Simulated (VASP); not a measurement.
# From an Ansatz input to VASP: GaN (strained zincblende)

Ansatz input

```yaml
crystal:
  lattice:
    - [0.0, 2.2030739097, 2.296853668]
    - [2.2030739097, 0.0, 2.296853668]
    - [2.2030739097, 2.2030739097, 0.0]
  atoms:
    - { symbol: Ga, position: [0.0, 0.0, 0.0] }
    - { symbol: "N", position: [0.25, 0.25, 0.25] }
kpoints:
  mp_grid: { grid: [10, 10, 10] }
  band_path:
    path:
      - [0.0, 0.0, 0.0]
      - [-0.5, -0.5, 0.0]
      - [-0.375, -0.375, 0.25]
      - [-0.375, 0.0, 0.375]
      - [0.0, 0.0, 0.5]
      - [-0.5, -0.25, 0.25]
    npoints: 1
hamiltonian:
  xc: r2scan
scf:
  occupations: { method: fixed }
  n_extra_bands: 4
output:
  forces: true
  stress: true
  eigenvalues: true
```

Task: Translate this input to VASP.

Result: 

INCAR

```
EDIFF = 1E-7
LREAL = .FALSE.
PREC = Accurate
ISMEAR = 0
IBRION = -1
LCHARG = .FALSE.
LASPH = .TRUE.
NBANDS = 16
ALGO = Normal
NSW = 0
NELM = 120
METAGGA = R2SCAN
LWAVE = .FALSE.
SIGMA = 0.01
ISIF = 2
ENCUT = 520
```

KPOINTS

```
KPOINTS created by Atomic Simulation Environment
0
Gamma
10 10 10
0 0 0
```

KPOINTS_OPT

```
special points
6
Reciprocal
0.0000000000 0.0000000000 0.0000000000 1
-0.5000000000 -0.5000000000 0.0000000000 1
-0.3750000000 -0.3750000000 0.2500000000 1
-0.3750000000 0.0000000000 0.3750000000 1
0.0000000000 0.0000000000 0.5000000000 1
-0.5000000000 -0.2500000000 0.2500000000 1
```

POSCAR

```
Ga N
 1.0000000000000000
     0.0000000000000000    2.2030739097000001    2.2968536679999998
     2.2030739097000001    0.0000000000000000    2.2968536679999998
     2.2030739097000001    2.2030739097000001    0.0000000000000000
 Ga  N
   1   1
Cartesian
  0.0000000000000000  0.0000000000000000  0.0000000000000000
  1.1015369548499998  1.1015369548499998  1.1484268339999997
```

VASP ran with the recommended PBE PAW datasets (18 valence electrons in the cell). Other inputs would serve too.

```
                            Ansatz     VASP
gap between bands v and c  2.23 eV  2.22 eV
         least direct gap  2.23 eV  2.22 eV
                 pressure  4.0 GPa  5.2 GPa
```

Datasets and cutoffs are each program's own. VASP's cell holds 18 valence electrons and Ansatz's 18. Ansatz's stress includes a Pulay correction; VASP's doesn't.
